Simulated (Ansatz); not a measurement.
**GaSb: enthalpy under pressure, worked through**

Theory: Ansatz, DFT PBE, scalar-relativistic, plane waves, PAW. Settings: 420 eV cutoff, 12×12×12 k-mesh, Gaussian smearing of 0.10 eV, no spin polarisation.

The relaxed crystal:

```
CELL_PARAMETERS angstrom
0.00000 3.10774 3.10774
3.10774 0.00000 3.10774
3.10774 3.10774 0.00000
ATOMIC_POSITIONS crystal
Ga 0.00000 0.00000 0.00000
Sb 0.75000 0.75000 0.75000
```

Cell and atoms were relaxed at each target pressure within the start's symmetry (F-43m), at zero temperature; other phases can be more stable under pressure. H = E + PV with P the target; E is the free energy at the smearing used, whose derivative the pressure is, per atom and counted from zero pressure. The mesh named is that at zero pressure; some other pressures ran on another.

```tsv
P (GPa)	V (Å³/atom)	E − E0 (meV)	H − H0 (meV)
0	30.015	0.0	0.0
1	29.363	1.9	185.2
4	27.824	25.2	719.9
12	25.155	152.3	2036.4
25	22.559	442.6	3962.6
50	19.733	1081.7	7239.7
90	17.210	2153.3	11820.8
```

Task: Thermodynamics gives dH/dP = V along a relaxed path. Integrate V over P by the trapezoid rule and compare with the computed enthalpies.

Result: With 1 eV/Å³ = 160.22 GPa, each step adds the mean volume times ΔP / 160.22:
| P (GPa) | ∫V dP (meV) | H − H0 (meV) | difference (meV) |
| --- | --- | --- | --- |
| 1 | 185.3 | 185.2 | 0.1 |
| 4 | 720.7 | 719.9 | 0.9 |
| 12 | 2043.4 | 2036.4 | 7.0 |
| 25 | 3979.1 | 3962.6 | 16.5 |
| 50 | 7278.7 | 7239.7 | 39.0 |
| 90 | 11890.3 | 11820.8 | 69.5 |

V(P) curves upward, so the trapezoid rule runs high; integrating a smooth curve through the same points puts that excess at about 67.5 meV at 90 GPa, against the 69.5 meV found.

Task: At 90 GPa, how much of the enthalpy change is stored energy and how much is the PV term?

Result: E rises by 2153 meV/atom and PV is 90 × 17.210 / 160.22 = 9667 meV/atom, so PV makes 82 % of ΔH. So between rival structures at high pressure a small difference in volume can outweigh the difference in energy: 1 % of this volume is worth 96.7 meV/atom at this pressure.

Task: What bulk modulus do the lowest pressures give?

Result: From the pressures that the runs reached, -1.01 GPa (30.711 Å³) and 1.00 GPa (29.363 Å³), B = −ΔP/Δln V = 2.01 / 0.0449 = 45 GPa, a mean over that range.